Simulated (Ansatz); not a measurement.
Computed with DFT PBE, scalar-relativistic, plane waves, PAW (Ansatz). Settings: cutoff 420 eV, Γ-centred meshes spaced at most about 0.3 Å⁻¹, and about 0.25 Å⁻¹ or finer for metals (2π included), Gaussian smearing. No spin polarisation.

Each guess is relaxed in cell and atoms at zero pressure, on a coarse mesh first where it starts far from rest and then on a converged one. The steps can't lower the symmetry of the start, but it can rise. Energies are static (0 K, no zero-point motion).

Two unrelaxed guesses for In4Sb:

A.

```
CELL_PARAMETERS angstrom
4.08286 -4.25876 0.00000
4.08286 4.25876 0.00000
0.00000 0.00000 3.84880
ATOMIC_POSITIONS crystal
In 0.17417 0.17417 0.50000
In 0.82583 0.82583 0.50000
In 0.00000 0.50000 0.00000
In 0.50000 0.00000 0.00000
Sb 0.50000 0.50000 0.00000
```

B.

```
CELL_PARAMETERS angstrom
-3.16427 3.16427 3.16427
3.16427 -3.16427 3.16427
3.16427 3.16427 -3.16427
ATOMIC_POSITIONS crystal
In 0.50000 0.50000 0.50000
In 0.50000 0.00000 0.00000
In 0.00000 0.00000 0.50000
In 0.00000 0.50000 0.00000
Sb 0.00000 0.00000 0.00000
```

Question: Do they relax into the same structure? If not, which is lower?

Answer: No. A ends lower, by 189 meV/atom. A: Cmmm at 26.8 Å³/atom → Cmmm at 30.5 Å³/atom; B: Im-3m at 25.3 Å³/atom → Im-3m at 35.6 Å³/atom. Counting In atoms around Sb (those within 1.25 times the shortest such distance or 1.15 times the sum of covalent radii; the shortest distance is added where it is long for a bond), the end of A has Sb 8 from 3.4 Å and the end of B has Sb 8. End of A. Conventional cell: a = 8.880 Å, b = 10.456 Å, c = 3.282 Å. Around In on a site of symmetry 2mm lie 7 In at 3.01–3.28 Å and 2 Sb at 3.36 Å; around In on a site of symmetry 2/m lie 6 In at 3.17–3.28 Å and 2 Sb at 3.43 Å; Sb is surrounded by 2 Sb at 3.28 Å and 8 In at 3.36–3.43 Å. End of B. Conventional cell: a = 7.090 Å. Around In lie 2 Sb at 3.07 Å and 6 In at 3.55 Å; around Sb lie 8 In at 3.07 Å.

Ends held by symmetry can be saddle points. Even the lowest of the cells shown lies +0.09 eV/atom against the elements. These runs have no spin–orbit coupling, which can matter for Sb. Some candidate types were left out of the draw beforehand, so a known form may be missing.
